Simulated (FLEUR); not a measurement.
Runs of FLEUR MaX-R8.1 (later development tree) on TiSe2. Symmetry: P-3m1, No. 164, trigonal system. The conventional cell has a = 3.536 Å, b = 3.536 Å, c = 6.004 Å, α = 90.00°, β = 90.00°, γ = 120.00°. Se (site symmetry 3m) has 3 Ti at 2.55 Å as nearest neighbours. Around Ti (site symmetry -3m) lie 6 Se at 2.55 Å. 

```csv
task,level,inpgen profile,gmax,muffin-tin radii,lmax,max iterations,kmax,V0 of scaled cells (Å³/atom),B0 (GPa)
equation of state,PBE,precise,25 1/bohr,"Se 2.17, Ti 2.17 bohr","Se 11, Ti 11",-,5 1/bohr,22.06,79
equation of state,PBE,veryFastHighL,17.5 1/bohr,"Se 2.17, Ti 2.17 bohr","Se 8, Ti 8",-,3.5 1/bohr,(b),79
equation of state,Wu-Cohen GGA,-,14 1/bohr,"Se 2.17, Ti 2.17 bohr","Se 9, Ti 9",-,4.52 1/bohr,(a),89
equation of state,PBE,moderate,22.5 1/bohr,"Se 2.17, Ti 2.17 bohr","Se 9, Ti 9",-,4.5 1/bohr,22.06,79
equation of state,LDA exchange alone (X-alpha),-,14 1/bohr,"Se 2.17, Ti 2.17 bohr","Se 9, Ti 9",-,4.52 1/bohr,21.73,83
equation of state,PBE,fast,20 1/bohr,"Se 2.17, Ti 2.17 bohr","Se 6, Ti 6",-,4 1/bohr,22.12,79
```

Alike in all rows: potentials or basis all-electron, FLAPW; no spin polarisation; cell as given; k mesh 9 × 9 × 5; smearing fermi-dirac 0.05 eV.

Estimate the missing entries.

(a) 21.13; (b) 21.99.

Caveats: the cell was scaled at fixed shape and fractional positions, which overstates the stiffness of a crystal with free parameters, most of all of layers and chains; this functional lacks dispersion, which binds the layers, so the pressure and a relaxed spacing across them are unreliable (some runs); the plane-wave cutoff is short for the semicore states, which can make moduli rough (some runs); small basis for a fit (some runs).
